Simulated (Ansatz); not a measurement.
A plane-wave DFT run in Ansatz 0.2.0 (scalar-relativistic PAW potentials unless the input names others): input and command.

```yaml
crystal:
  lattice:
    - [17.2, 0.0, 0.0]
    - [0.0, 10.0, 0.0]
    - [0.0, 0.0, 4.0295335957]
  atoms:
    - { symbol: Ge, position: [0.3285291222, 0.4639320463, 0.0] }
    - { symbol: Ge, position: [0.5344950978, 0.4690398323, 0.5] }
    - { symbol: Ge, position: [0.7395744136, 0.4641441077, 0.0] }
    - { symbol: Ge, position: [0.2604255864, 0.5358558923, 0.5] }
    - { symbol: Ge, position: [0.4655049022, 0.5309601677, 0.0] }
    - { symbol: Ge, position: [0.6714708778, 0.5360679537, 0.5] }
kpoints:
  mp_grid: { grid: [1, 1, 22] }
hamiltonian:
  xc: rpbe
scf:
  occupations: { method: gaussian, width: 0.05 }
  n_extra_bands: 8
  initial_density: { chi_scale: 0.0 }
output:
  forces: true
  eigenvalues: true
  stress: true
```

```bash
ansatz run input.yaml --threads 4 --pin off --max-ram 11264MiB --backend cpu --events-out ev --progress --plain --runs-dir out
```

Abridged log:
```
scf.n_extra_bands = 8 over 42 filled bands (N_el = 84.0): the run solves 50 bands
Pseudopotentials: kind: paw
Pseudopotential: Ge, paw, valence charge 14, recommended cutoff 420 eV (normal)
Functional definition: RPBE
Crystal: 6 atoms, lattice volume = 693.080 Å³
Basis set: ecut = 420 eV, 13553 PW (Γ), exchange–correlation on 240×144×54 points (8 copies of the dense FFT grid, shifted against one another)
Bands: 50, of which v1, the nominal top of the filled ones, is band 42 counted from 1 (41 counted from 0)
Symmetry: 4 space group operations
Space group: P21/m (ITA 11), of the structure as read, at distance tolerance 8.8e-5 Å
k-points: 12 of 22
Initial density: superposition of atomic densities (chi_scale 0, normalization cell)
Initial wavefunctions: pseudopotential atomic-orbital guess
Functional: x = rpbe, c = pbe(β = 0.06672455)
SCF iter   1: F=—  HF=-25800.644800 eV  |F-HF|=—  |Δ(HF+E_count)|=         —  Δρ=1.34e-2  dr2=2.05e0  ethr=2.41e-3  ⟨swp⟩=1.2  Hψ=3057  notcnv=0
SCF iter   2: F=—  HF=-25800.182124 eV  |F-HF|=—  |Δ(HF+E_count)|=   4.63e-1  Δρ=3.29e-3  dr2=1.22e-1  ethr=2.41e-3  ⟨swp⟩=3.8  Hψ=1338  notcnv=0  defer=13
SCF iter   3: F=—  HF=-25800.176656 eV  |F-HF|=—  |Δ(HF+E_count)|=   5.47e-3  Δρ=1.24e-3  dr2=2.47e-2  ethr=1.45e-4  ⟨swp⟩=4.0  Hψ=1251  notcnv=0  defer=27
SCF iter   4: F=—  HF=-25800.172968 eV  |F-HF|=—  |Δ(HF+E_count)|=   3.69e-3  Δρ=3.32e-4  dr2=1.99e-3  ethr=2.94e-5  ⟨swp⟩=3.0  Hψ=1146  notcnv=0  defer=27
SCF iter   5: F=—  HF=-25800.172918 eV  |F-HF|=—  |Δ(HF+E_count)|=   5.01e-5  Δρ=1.28e-4  dr2=2.12e-4  ethr=2.37e-6  ⟨swp⟩=2.0  Hψ=838  notcnv=0  defer=27
SCF iter   6: F=—  HF=-25800.172992 eV  |F-HF|=—  |Δ(HF+E_count)|=   7.37e-5  Δρ=4.46e-5  dr2=2.21e-5  ethr=2.52e-7  ⟨swp⟩=2.0  Hψ=838  notcnv=0  defer=27
SCF iter   7: F=—  HF=-25800.173016 eV  |F-HF|=—  |Δ(HF+E_count)|=   2.42e-5  Δρ=1.75e-5  dr2=2.72e-6  ethr=2.63e-8  ⟨swp⟩=2.0  Hψ=1052  notcnv=0  defer=27
SCF iter   8: F=—  HF=-25800.173017 eV  |F-HF|=—  |Δ(HF+E_count)|=   3.21e-7  Δρ=5.03e-6  dr2=2.56e-7  ethr=3.24e-9  ⟨swp⟩=2.0  Hψ=1047  notcnv=0  defer=27
SCF iter   9: F=-25800.173017 eV  HF=-25800.173017 eV  |F-HF|=6.49e-9  |Δ(HF+E_count)|=   1.54e-7  Δρ=1.57e-6  dr2=2.02e-8  ethr=1.19e-10  ⟨swp⟩=15.4  Hψ=2590  notcnv=0
SCF 1 converged in 9 iterations: F = -25800.173017 eV  dr2 = 2.02e-8
SCF converged after 9 iterations
Free energy (F): -25800.173017 eV
Harris-Foulkes:  -25800.173017 eV  (|F-HF|=6.49e-9)
Internal energy: -25800.169288 eV  (E = F + TS)
E sigma→0 (E₀):  -25800.171152 eV
Entropy (-TS):   -0.003729 eV (-0.622 meV/atom)
Fermi energy:    -1.991667 eV
--- Forces (eV/Å), atoms counted from 1 ---
  atom   1  Ge    -0.00281121    -0.10065339     0.00000000
  atom   2  Ge     0.02193144    -0.08053938     0.00000000
  atom   3  Ge     0.14376665    -0.07451227     0.00000000
  atom   4  Ge    -0.14376665     0.07451227     0.00000000
  atom   5  Ge    -0.02193144     0.08053938     0.00000000
  atom   6  Ge     0.00281121     0.10065339     0.00000000
--- Stress (GPa, compression-positive) ---
        0.287613      -0.026580       0.000000
       -0.026580       0.054819       0.000000
        0.000000       0.000000       0.411665
  P = ⅓ Tr σ = 0.2514 GPa (2.514 kbar)
```

Apart from outputs and the relaxation, which only the reference makes, the input differs from a reference run on usual settings in scf.n_extra_bands: not typed → 8; hamiltonian.xc: "pbe" → "rpbe"; scf.initial_density.chi_scale: not typed → 0.0; basis.ecutwfc: 420 → not typed. The reference, at the same geometry, ended its own course with pressure 0.01 GPa (averaged over a cell that holds vacuum), largest force 0.010 eV/Å, gap on the mesh 0.06 eV. This run converged in 9 SCF iterations with a total energy on another zero, pressure 0.25 GPa (averaged over a cell that holds vacuum), largest force 0.162 eV/Å, gap on the mesh 0.06 eV.

The run took 10 s on 4 threads of Arm Neoverse V1 (shared host), peak memory 1.3 GiB.